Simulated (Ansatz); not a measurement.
# GaAs (F-43m) at 2 levels of theory

One geometry, relaxed with PBE; plane waves with PAW potentials in Ansatz, scalar-relativistic. No spin polarisation. Gaps are the least over mesh and band path; pressure is positive in compression.

```yaml
crystal:
  lattice:
    - [0.00000, 2.87269, 2.87269]
    - [2.87269, 0.00000, 2.87269]
    - [2.87269, 2.87269, 0.00000]
  atoms:
    - { symbol: Ga, position: [0.00000, 0.00000, 0.00000] }
    - { symbol: As, position: [0.25000, 0.25000, 0.25000] }
```

```
level  cutoff (eV)    k mesh  gap (eV)  pressure (GPa)
  PBE          420  12×12×12      0.16             0.0
```

**Question.** What comes out on the same cell with r2SCAN?

**Answer.**
```
 level  cutoff (eV)    k mesh  gap (eV)  pressure (GPa)
r2SCAN          500  12×12×12      0.63            -2.7
```

It was relaxed from a cell as deposited in COD.
